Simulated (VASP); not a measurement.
# CuO (Pm-3m) in VASP: a series of runs

Runs on CuO. Level: r2SCAN+U. Tasks: single point.

Everything below comes from runs of VASP 6.6.1. Logs are shortened: lines on timing, memory, paths and dates and some standing lists are left out, and cuts for length are marked.

## Step 1: The crystal as given

Symmetry: Pm-3m, No. 221, cubic system. The conventional cell has a = 2.553 Å, b = 2.553 Å, c = 2.553 Å, α = 90.00°, β = 90.00°, γ = 90.00°. Around Cu (site symmetry m-3m) lie 8 O at 2.21 Å. O (site symmetry m-3m) has 8 Cu at 2.21 Å as nearest neighbours.

Measurements of this composition are mostly on another form, of space group No. 15.

## Step 2: Single point, r2SCAN+U, collinear spin, zero start

Input file INCAR:

```
  PREC = Accurate
  ENCUT = 520
  EDIFF = 1E-6
  ISMEAR = 0
  SIGMA = 0.05
  LREAL = F
  LASPH = T
  NELM = 80
  ALGO = Normal
  ISIF = 2
  LWAVE = F
  LCHARG = F
  ISPIN = 2
  MAGMOM = 0 0
  LORBIT = 11
  LMAXMIX = 4
  LDAU = T
  LDAUTYPE = 2
  LDAUL = 2 -1
  LDAUU = 7 0
  LDAUJ = 0 0
  LDAUPRINT = 1
  METAGGA = R2SCAN
  LMIXTAU = T
  NBANDS = 20
```

Input file KPOINTS:

```
regular mesh
0
Gamma
  7 7 7
```

Input file POSCAR:

```
CuO
1.0
    2.5525506100      0.0000000000      0.0000000000
    0.0000000000      2.5525506100      0.0000000000
    0.0000000000      0.0000000000      2.5525506100
Cu O
1 1
Direct
    0.0000000000      0.0000000000      0.0000000000
    0.5000000000      0.5000000000      0.5000000000
```

Potentials or basis: VASP PAW PBE potentials, release 64 (Cu, O).

On the command line:

```bash
cat potpaw_PBE.64/Cu/POTCAR potpaw_PBE.64/O/POTCAR > POTCAR
mpirun -np 1 vasp_std > vasp.out
```

OUTCAR:

```text
PREC = Accurate
   ENCUT = 520
   EDIFF = 1E-6
   ISMEAR = 0
   LREAL = F
   LASPH = T
   NELM = 80
   ISIF = 2
   ISPIN = 2
   LORBIT = 11
   METAGGA = R2SCAN

 ion  position               nearest neighbor table
   1  0.000  0.000  0.000-   2 2.21   2 2.21   2 2.21   2 2.21   2 2.21   2 2.21   2 2.21   2 2.21

   2  0.500  0.500  0.500-   1 2.21   1 2.21   1 2.21   1 2.21   1 2.21   1 2.21   1 2.21   1 2.21

  LATTYP: Found a simple cubic cell.
 ALAT       =     2.5525506100

  Lattice vectors:

 A1 = (   2.5525506100,   0.0000000000,   0.0000000000)
 A2 = (   0.0000000000,   2.5525506100,   0.0000000000)
 A3 = (   0.0000000000,   0.0000000000,   2.5525506100)

Analysis of symmetry for initial positions (statically):
=====================================================================
 Subroutine PRICEL returns:
 Original cell was already a primitive cell.

 Routine SETGRP: Setting up the symmetry group for a
 simple cubic supercell.

 Subroutine GETGRP returns: Found 48 space group operations
 (whereof 48 operations were pure point group operations)
 out of a pool of 48 trial point group operations.

The static configuration has the point symmetry O_h .

Analysis of symmetry for dynamics (positions and initial velocities):
=====================================================================
 Subroutine PRICEL returns:
 Original cell was already a primitive cell.

 Routine SETGRP: Setting up the symmetry group for a
 simple cubic supercell.

 Subroutine GETGRP returns: Found 48 space group operations
 (whereof 48 operations were pure point group operations)
 out of a pool of 48 trial point group operations.

The dynamic configuration has the point symmetry O_h .

Analysis of structural, dynamic, and magnetic symmetry:
=====================================================================
 Subroutine PRICEL returns:
 Original cell was already a primitive cell.

 Routine SETGRP: Setting up the symmetry group for a
 simple cubic supercell.

 Subroutine GETGRP returns: Found 48 space group operations
 (whereof 48 operations were pure point group operations)
 out of a pool of 48 trial point group operations.

The overall configuration has the point symmetry O_h .

 Subroutine INISYM returns: Found 48 space group operations
[... 165 lines left out ...]
  o =  0.9690  v =  0.0000 -0.0000 -0.1447  0.0000  0.9895  0.0000  0.0000  0.0000  0.0000  0.0000      0.0000  0.0000  0.0000  0.0000  0.0000  0.0000  0.0000  0.0000  0.0000  0.0000
  o =  0.9690  v =  0.0000 -0.0000 -0.9895 -0.0000 -0.1447  0.0000  0.0000  0.0000  0.0000  0.0000      0.0000  0.0000  0.0000  0.0000  0.0000  0.0000  0.0000  0.0000  0.0000  0.0000
  o =  0.9690  v =  0.0000  0.0000  0.0000  0.0000  0.0000  0.0000  0.0000 -0.9895  0.0000 -0.1447      0.0000  0.0000  0.0000  0.0000  0.0000  0.0000  0.0000  0.0000  0.0000  0.0000
  o =  0.9690  v =  0.0000  0.0000  0.0000  0.0000  0.0000  0.0000  0.0000 -0.1447  0.0000  0.9895      0.0000  0.0000  0.0000  0.0000  0.0000  0.0000  0.0000  0.0000  0.0000  0.0000

 number of electron      16.9999977 magnetization       0.0000012

 Free energy of the ion-electron system (eV)
  ---------------------------------------------------
  ext. energy  EPLUGINS =         0.00000000
  ---------------------------------------------------
  free energy    TOTEN  =       -14.76407888 eV

  energy without entropy =      -14.75892704  energy(sigma->0) =      -14.76150296

 E-fermi :   6.3207     XC(G=0): -14.0276

 val. band max:        6.3031964091   @ k =   0.2857   0.2857   0.0000
 cond. band min:       6.3247431662   @ k =   0.4286   0.4286   0.4286
 fundamental gap:      0.0215467571
 Fermi energy:         6.3207340478

 spin component 1

 k-point     1 :       0.0000    0.0000    0.0000
  band No.  band energies     occupation
      1     -14.1679      1.00000
      2       1.5831      1.00000
      3       1.5831      1.00000
      4       3.7646      1.00000
      5       3.7646      1.00000
      6       3.7646      1.00000
[... 436 lines left out ...]
      6       3.8186      1.00000
[... 12 lines left out ...]
     19      51.7550      0.00000
     20      53.6409      0.00000
 Fermi energy:         6.3207340478

 spin component 2

 k-point     1 :       0.0000    0.0000    0.0000
  band No.  band energies     occupation
      1     -14.1679      1.00000
      2       1.5831      1.00000
      3       1.5831      1.00000
      4       3.7646      1.00000
      5       3.7646      1.00000
      6       3.7646      1.00000
[... 449 lines left out ...]
     19      51.7550      0.00000
     20      53.6409      0.00000

------------------------ aborting loop because EDIFF is reached ----------------------------------------

  FORCE on cell =-STRESS in cart. coord.  units (eV):
  Direction    XX          YY          ZZ          XY          YZ          ZX
  --------------------------------------------------------------------------------------
  -------------------------------------------------------------------------------------
  Total        0.5440367      0.5440367      0.5440367     -0.0000000      0.0000000      0.0000000
  in kB       52.4101864     52.4101864     52.4101864     -0.0000000      0.0000000      0.0000000
  external PRESSURE =      52.4101864 kB  Pullay stress =       0.0000000 kB

 VOLUME and BASIS-vectors are now :
 -----------------------------------------------------------------------------
  energy-cutoff  :      520.00
  volume of cell :       16.63
      direct lattice vectors                 reciprocal lattice vectors
     2.552550610  0.000000000  0.000000000     0.391765004  0.000000000  0.000000000
     0.000000000  2.552550610  0.000000000     0.000000000  0.391765004  0.000000000
     0.000000000  0.000000000  2.552550610     0.000000000  0.000000000  0.391765004

 POSITION                                       TOTAL-FORCE (eV/Angst)
 -----------------------------------------------------------------------------------
      0.00000      0.00000      0.00000         0.000000      0.000000      0.000000
      1.27628      1.27628      1.27628         0.000000      0.000000      0.000000
 -----------------------------------------------------------------------------------
    total drift:                                0.000000      0.000000      0.000000

  FREE ENERGIE OF THE ION-ELECTRON SYSTEM (eV)
  ---------------------------------------------------
  free  energy   TOTEN  =       -14.7640788813 eV

  energy  without entropy=      -14.7589270380  energy(sigma->0) =      -14.76150296

 total charge

# of ion       s       p       d       tot
------------------------------------------
    1        0.274   0.316   9.433  10.023
    2        1.603   3.314   0.000   4.917
--------------------------------------------------
tot          1.877   3.630   9.433  14.940

 magnetization (x)

# of ion       s       p       d       tot
------------------------------------------
    1       -0.000  -0.000   0.000   0.000
    2        0.000   0.000   0.000   0.000
--------------------------------------------------
tot          0.000   0.000   0.000   0.000
```

OSZICAR:

```text
N       E                     dE             d eps       ncg     rms          rms(c)
DAV:   1     0.911397847864E+02    0.91140E+02   -0.79550E+03  1864   0.143E+03
DAV:   2    -0.127709215451E+02   -0.10391E+03   -0.93107E+02  1656   0.282E+02
DAV:   3    -0.195978722217E+02   -0.68270E+01   -0.64911E+01  1744   0.677E+01
DAV:   4    -0.196599254237E+02   -0.62053E-01   -0.61961E-01  1844   0.637E+00
DAV:   5    -0.196603694764E+02   -0.44405E-03   -0.44404E-03  1760   0.541E-01    0.784E+00
DAV:   6    -0.158555799343E+02    0.38048E+01   -0.46902E+00  2148   0.897E+01    0.796E+00
DAV:   7    -0.147334273043E+02    0.11222E+01   -0.15930E+00  2140   0.539E+01    0.103E+00
DAV:   8    -0.147988072426E+02   -0.65380E-01   -0.16419E-01  2040   0.505E+00    0.722E-01
DAV:   9    -0.147968401470E+02    0.19671E-02   -0.14336E-01  2112   0.751E+00    0.110E+00
DAV:  10    -0.147631651786E+02    0.33675E-01   -0.92104E-02  2180   0.518E+00    0.156E-01
DAV:  11    -0.147639109249E+02   -0.74575E-03   -0.33359E-03  1720   0.432E-01    0.233E-01
DAV:  12    -0.147638175046E+02    0.93420E-04   -0.12313E-03  2148   0.596E-01    0.150E-01
DAV:  13    -0.147639981799E+02   -0.18068E-03   -0.50370E-04  2104   0.485E-01    0.293E-02
DAV:  14    -0.147640840069E+02   -0.85827E-04   -0.10319E-04  2040   0.246E-01    0.358E-02
DAV:  15    -0.147640593838E+02    0.24623E-04   -0.74361E-05  2148   0.275E-01    0.324E-02
DAV:  16    -0.147640773676E+02   -0.17984E-04   -0.11527E-05  1848   0.897E-02    0.376E-03
DAV:  17    -0.147640788016E+02   -0.14340E-05   -0.30787E-06  1984   0.178E-02    0.230E-03
DAV:  18    -0.147640788813E+02   -0.79653E-07   -0.13424E-07   968   0.139E-02
   1 F= -.14764079E+02 E0= -.14761503E+02  d E =-.515184E-02  mag=    -0.0000
```

stdout:

```text
POSCAR found type information on POSCAR CuO
 POSCAR found :  2 types and       2 ions
 scaLAPACK will be used
 -----------------------------------------------------------------------------
|                                                                             |
|                                                                             |
|     You enforced a specific xc type in the INCAR file but a different       |
|     I HOPE YOU KNOW WHAT YOU ARE DOING!                                     |
|                                                                             |
 -----------------------------------------------------------------------------

 LDA part: xc-table for (None), standard interpolation
 POSCAR, INCAR and KPOINTS ok, starting setup
 FFT: planning ... GRIDC
 FFT: planning ... GRID_SOFT
 FFT: planning ... GRID
 WAVECAR not read
 entering main loop
```

Wall time 29 s (1 thread of Intel Xeon 6975P-C (Granite Rapids), shared host); peak memory 0.14 GiB.

What came out:

```yaml
Free_energy: -14.7641 eV
Pressure: 5.2 GPa
Band_gap_on_the_k_mesh: none (metal or under the smearing width)
Net_moment: 0.00 μB per cell
Valence_electrons_inside_the_program's_atomic_spheres: Cu 10.02; O 4.92
```

Eigenvalues of the final occupation matrices:
```
    site  spin  trace               eigenvalues
site 1 d     1   4.73  0.93 0.93 0.93 0.97 0.97
site 1 d     2   4.73  0.93 0.93 0.93 0.97 0.97
```

Caveat: the PAW data sets were made with another functional, which shifts forces and pressure a little.

## Step 3: Single point, r2SCAN+U, collinear spin, random start

Input file INCAR:

```
SYSTEM = CuO
PREC = Accurate
ENCUT = 520
EDIFF = 1E-6
ISMEAR = 0
SIGMA = 0.05
LREAL = .FALSE.
LASPH = .TRUE.
NELM = 100
ALGO = Normal
ISIF = 2
LWAVE = .FALSE.
LCHARG = .FALSE.
ISPIN = 2
MAGMOM = 0.33 0
LORBIT = 11
LMAXMIX = 4
LDAU = .TRUE.
LDAUTYPE = 2
LDAUL = 2 -1
LDAUU = 7 0
LDAUJ = 0 0
LDAUPRINT = 1
METAGGA = R2SCAN
LMIXTAU = .TRUE.
```

Input file KPOINTS:

```
Automatic mesh
0
G
  7 7 7
  0 0 0
```

POSCAR is that of step 2.

Potentials or basis: VASP PAW PBE potentials, release 64 (Cu, O).

On the command line:

```bash
cat potpaw_PBE.64/Cu/POTCAR potpaw_PBE.64/O/POTCAR > POTCAR
mpirun -np 1 vasp_std > vasp.out
```

OUTCAR:

```text
SYSTEM = CuO
   PREC = Accurate
   ENCUT = 520
   EDIFF = 1E-6
   ISMEAR = 0
   LREAL = .FALSE.
   LASPH = .TRUE.
   NELM = 100
   ISIF = 2
   ISPIN = 2
   LORBIT = 11
   METAGGA = R2SCAN

 ion  position               nearest neighbor table
   1  0.000  0.000  0.000-   2 2.21   2 2.21   2 2.21   2 2.21   2 2.21   2 2.21   2 2.21   2 2.21

   2  0.500  0.500  0.500-   1 2.21   1 2.21   1 2.21   1 2.21   1 2.21   1 2.21   1 2.21   1 2.21

  LATTYP: Found a simple cubic cell.
 ALAT       =     2.5525506100

  Lattice vectors:

 A1 = (   2.5525506100,   0.0000000000,   0.0000000000)
 A2 = (   0.0000000000,   2.5525506100,   0.0000000000)
 A3 = (   0.0000000000,   0.0000000000,   2.5525506100)

Analysis of symmetry for initial positions (statically):
=====================================================================
 Subroutine PRICEL returns:
 Original cell was already a primitive cell.

 Routine SETGRP: Setting up the symmetry group for a
 simple cubic supercell.

 Subroutine GETGRP returns: Found 48 space group operations
 (whereof 48 operations were pure point group operations)
 out of a pool of 48 trial point group operations.

The static configuration has the point symmetry O_h .

Analysis of symmetry for dynamics (positions and initial velocities):
=====================================================================
 Subroutine PRICEL returns:
 Original cell was already a primitive cell.

 Routine SETGRP: Setting up the symmetry group for a
 simple cubic supercell.

 Subroutine GETGRP returns: Found 48 space group operations
 (whereof 48 operations were pure point group operations)
 out of a pool of 48 trial point group operations.

The dynamic configuration has the point symmetry O_h .

Analysis of structural, dynamic, and magnetic symmetry:
=====================================================================
 Subroutine PRICEL returns:
 Original cell was already a primitive cell.

 Routine SETGRP: Setting up the symmetry group for a
 simple cubic supercell.
[... 485 lines left out ...]
      3      -0.9477      1.00000
      4      -0.6670      1.00000
      5       3.8249      1.00000
      6       3.8249      1.00000
      7       5.0331      1.00000
      8       5.5257      1.00000
      9       5.5257      1.00000
     10      15.2257      0.00000
     11      16.1370      0.00000
     12      16.1370      0.00000
 Fermi energy:         6.6805515641

 spin component 2

 k-point     1 :       0.0000    0.0000    0.0000
  band No.  band energies     occupation
      1     -13.6177      1.00000
      2       1.7934      1.00000
      3       1.7934      1.00000
      4       4.6738      1.00000
      5       4.6738      1.00000
      6       4.6738      1.00000
      7       5.4590      1.00000
      8       5.4590      1.00000
      9       5.4590      1.00000
     10       9.5271      0.00000
     11      23.3144      0.00000
     12      23.3144      0.00000
[... 271 lines left out ...]
 k-point    20 :       0.4286    0.4286    0.4286
  band No.  band energies     occupation
      1     -10.4166      1.00000
      2       0.2588      1.00000
      3       0.2588      1.00000
      4       0.5489      1.00000
      5       4.1001      1.00000
      6       4.1001      1.00000
      7       6.6492      0.81246
      8       7.2365      0.00000
      9       7.2365      0.00000
     10      15.2761      0.00000
     11      16.0631      0.00000
     12      16.0631      0.00000

------------------------ aborting loop because EDIFF is reached ----------------------------------------

  FORCE on cell =-STRESS in cart. coord.  units (eV):
  Direction    XX          YY          ZZ          XY          YZ          ZX
  --------------------------------------------------------------------------------------
  -------------------------------------------------------------------------------------
  Total        0.8090499      0.8090499      0.8090499     -0.0000000      0.0000000     -0.0000000
  in kB       77.9404353     77.9404353     77.9404353     -0.0000000      0.0000000     -0.0000000
  external PRESSURE =      77.9404353 kB  Pullay stress =       0.0000000 kB

 VOLUME and BASIS-vectors are now :
 -----------------------------------------------------------------------------
  energy-cutoff  :      520.00
  volume of cell :       16.63
      direct lattice vectors                 reciprocal lattice vectors
     2.552550610  0.000000000  0.000000000     0.391765004  0.000000000  0.000000000
     0.000000000  2.552550610  0.000000000     0.000000000  0.391765004  0.000000000
     0.000000000  0.000000000  2.552550610     0.000000000  0.000000000  0.391765004

 POSITION                                       TOTAL-FORCE (eV/Angst)
 -----------------------------------------------------------------------------------
      0.00000      0.00000      0.00000         0.000000      0.000000      0.000000
      1.27628      1.27628      1.27628         0.000000      0.000000      0.000000
 -----------------------------------------------------------------------------------
    total drift:                                0.000000      0.000000      0.000000

  FREE ENERGIE OF THE ION-ELECTRON SYSTEM (eV)
  ---------------------------------------------------
  free  energy   TOTEN  =       -15.0169923383 eV

  energy  without entropy=      -15.0156760302  energy(sigma->0) =      -15.01633418

 total charge

# of ion       s       p       d       tot
------------------------------------------
    1        0.274   0.313   9.450  10.037
    2        1.602   3.309   0.000   4.911
--------------------------------------------------
tot          1.876   3.622   9.450  14.947

 magnetization (x)

# of ion       s       p       d       tot
------------------------------------------
    1       -0.027  -0.024   0.374   0.324
    2        0.008   0.629   0.000   0.637
--------------------------------------------------
tot         -0.019   0.605   0.374   0.961
```

Wall time 16 s (1 thread of Intel Xeon 6975P-C (Granite Rapids), shared host); peak memory 0.14 GiB.

Results:

| Item | Value |
| --- | --- |
| Free energy | -15.0170 eV |
| Pressure | 7.8 GPa |
| Band gap on the k mesh | none (metal or under the smearing width) |
| Net moment | 1.00 μB per cell |
| Site moments | Cu +0.32; O +0.64 μB |
| Valence electrons inside the program's atomic spheres | Cu 10.04; O 4.91 |

Eigenvalues of the final occupation matrices:
| site | spin | trace | eigenvalues |
| --- | --- | --- | --- |
| site 1 d | 1 | 4.92 | 0.97 0.97 1.00 1.00 1.00 |
| site 1 d | 2 | 4.55 | 0.87 0.87 0.87 0.97 0.97 |

Caveat: the PAW data sets were made with another functional, which shifts forces and pressure a little; a cell with one magnetic atom can't hold antiferromagnetic order, which such compounds often take. The state reached can hang on the start; a lower one may exist.

(Part 1 of 2 ends here.)
